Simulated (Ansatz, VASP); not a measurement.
**Ga in VASP and in Ansatz**

INCAR

```
SYSTEM = Ga
PREC = Accurate
ENCUT = 520
EDIFF = 1E-6
ISMEAR = -1
SIGMA = 0.05
LREAL = .False.
LASPH = .True.
NELM = 60
ALGO = Normal
ISIF = 2
LWAVE = .False.
LCHARG = .True.
GGA = CA
LELF = .True.
LVHAR = .True.
NBANDS = 20
```

File KPOINTS:

```
Automatic mesh
0
Gamma
  10 8 7
  0 0 0
```

Contents of POSCAR:

```
Ga
1.0
    2.7408712373      0.0000000000      0.0000000000
    0.0000000000      3.2372572885      0.0000000000
   -1.3252743986      0.0000000000      3.9363439549
Ga
2
Direct
    0.1345962700      0.7500000000      0.7701668300
    0.8654037300      0.2500000000      0.2298331700
```

The input input.yaml:

```yaml
crystal:
  lattice:
    - [2.7408712373, 0.0, 0.0]
    - [0.0, 3.2372572885, 0.0]
    - [-1.3252743986, 0.0, 3.9363439549]
  atoms:
    - { symbol: Ga, position: [0.13459627, 0.75, 0.77016683] }
    - { symbol: Ga, position: [0.86540373, 0.25, 0.22983317] }
kpoints:
  mp_grid: { grid: [10, 8, 7] }
scf:
  occupations: { method: fermi_dirac, width: 0.05 }
hamiltonian:
  xc: lda
  pseudopotentials: { kind: all_electron, lapw: { basis_error: 0.001 } }
output:
  forces: true
  stress: true
  eigenvalues: true
```

Change from the starting cell: volume scaled by 0.96.

Alike in both runs: task single point; functional LDA; k mesh 10 × 8 × 7; occupations fermi-dirac, width 0.05 eV; no spin polarisation.

|  | VASP | Ansatz |
| --- | --- | --- |
| version | VASP 6.6.1 | Ansatz 0.2.0 |
| potentials or method | VASP PAW LDA potentials, release 64 (Ga_d) | all-electron LAPW, scalar-relativistic |
| plane-wave cutoff (eV) | 520 | see its input |

```csv
,VASP,Ansatz,Ansatz less VASP
gap on the k mesh at the Fermi level (eV),none,none,-
pressure (GPa),-0.4,-0.4,-0.02
largest component of the traceless stress (GPa),0.76,0.74,-0.014
rms of the force components (eV/Å),0.047,0.047,+0.0006
```

Atom by atom the forces differ by 0.001 eV/Å (rms over components). A gap of «none» marks a metal or a gap that the smearing closes. Ansatz ran all-electron here, so the differences hold the error of VASP's frozen core and of both bases.
